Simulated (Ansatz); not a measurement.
# InPd: the cost of one run

Computed with Ansatz 0.2.0 (DFT PBE, scalar-relativistic, plane waves, PAW, unless a step's input says otherwise).

### 1 The structure to begin with

It takes space group Pmma (No. 51, orthorhombic). The conventional cell has a = 4.702 Å, b = 3.112 Å, c = 4.801 Å, α = 90.00°, β = 90.00°, γ = 90.00°. In (site symmetry mm2) is surrounded by 8 Pd at 2.86 to 2.88 Å and 4 In at 2.96 to 3.11 Å. Around Pd (site symmetry mm2) lie 8 In at 2.86 to 2.88 Å and 4 Pd at 2.96 to 3.11 Å.

As a file:

```
CELL_PARAMETERS angstrom
4.70210 0.00000 0.00000
0.00000 3.11168 0.00000
0.00000 0.00000 4.80088
ATOMIC_POSITIONS crystal
In 0.75000 0.00000 0.68700
In 0.25000 0.00000 0.31300
Pd 0.75000 0.50000 0.18800
Pd 0.25000 0.50000 0.81200
```

(A quick probe on a coarse mesh, which set the mesh and smearing, is not shown.)

### 3 A loose first relaxation

The input, input.yaml:

```yaml
crystal:
  lattice:
    - [4.7020969361, 0.0, 0.0]
    - [0.0, 3.1116817959, 0.0]
    - [0.0, 0.0, 4.8008804852]
  atoms:
    - { symbol: In, position: [0.75, 0.0, 0.687] }
    - { symbol: In, position: [0.25, 0.0, 0.313] }
    - { symbol: Pd, position: [0.75, 0.5, 0.188] }
    - { symbol: Pd, position: [0.25, 0.5, 0.812] }
basis:
  ecutwfc: 420
kpoints:
  mp_grid: { grid: [4, 6, 4] }
hamiltonian:
  xc: pbe
scf:
  occupations: { method: gaussian, width: 0.1 }
  lower_state_search: "off"
output:
  forces: true
  stress: true
  eigenvalues: true
relax:
  adjacent_minimum: "off"
  f_tol: 0.04
  max_steps: 70
  cell: { stress_tol: 0.4 }
```

Launch:

```
$ ansatz run input.yaml --threads 1 --pin off --max-ram 2560MiB --backend cpu --events-out ev --progress --plain --runs-dir out
```

**Question.** How long does this run take on 1 thread of Intel Xeon 6975P-C (Granite Rapids), shared host, and how much memory does it need?

About 16 s, with a peak of 0.45 GiB.
